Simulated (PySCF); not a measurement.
Atom-mapped SMILES (the numbers label the heavy atoms): `[CH3:1][CH2:2][CH2:3][NH2:4]`; H(Xn) means a hydrogen on atom n.

GIAO shifts from PySCF on PBE0-D3(BJ)/def2-TZVP geometries (one conformer, non-relativistic, equivalent nuclei averaged), against TMS at the same level and in the same medium; PCM means IEF-PCM chloroform.

Measured (solution, not stated per compound (mostly CDCl3 or CCl4); Pretsch, Buehlmann, Badertscher, Structure Determination of Organic Compounds, 4th ed. (2009)): C3 44.6, C2 27.4, C1 11.5, H(C3) 2.65, H(C2) 1.46, H(C1) 0.91 ppm.

Problem. Which unscaled values do B97-2/pcSseg-2, gas; WP04/pcSseg-2, PCM; wB97X-D/pcSseg-2, PCM give, and how close are they?

Solution. 
| atoms | measured | B97-2/pcSseg-2, gas | WP04/pcSseg-2, PCM | wB97X-D/pcSseg-2, PCM |
| --- | --- | --- | --- | --- |
| C3 | 44.6 | 51.1 | 52.6 | 50.9 |
| C2 | 27.4 | 31.2 | 32.9 | 31.4 |
| C1 | 11.5 | 14.7 | 16.2 | 14.4 |
| H(C3) | 2.65 | 2.71 | 2.59 | 2.64 |
| H(C2) | 1.46 | 1.46 | 1.39 | 1.41 |
| H(C1) | 0.91 | 0.93 | 0.91 | 0.92 |

Mean absolute error for 13C: B97-2/pcSseg-2, gas 4.5, WP04/pcSseg-2, PCM 6.1, wB97X-D/pcSseg-2, PCM 4.4 ppm.

Mean absolute error for 1H: B97-2/pcSseg-2, gas 0.03, WP04/pcSseg-2, PCM 0.04, wB97X-D/pcSseg-2, PCM 0.02 ppm.
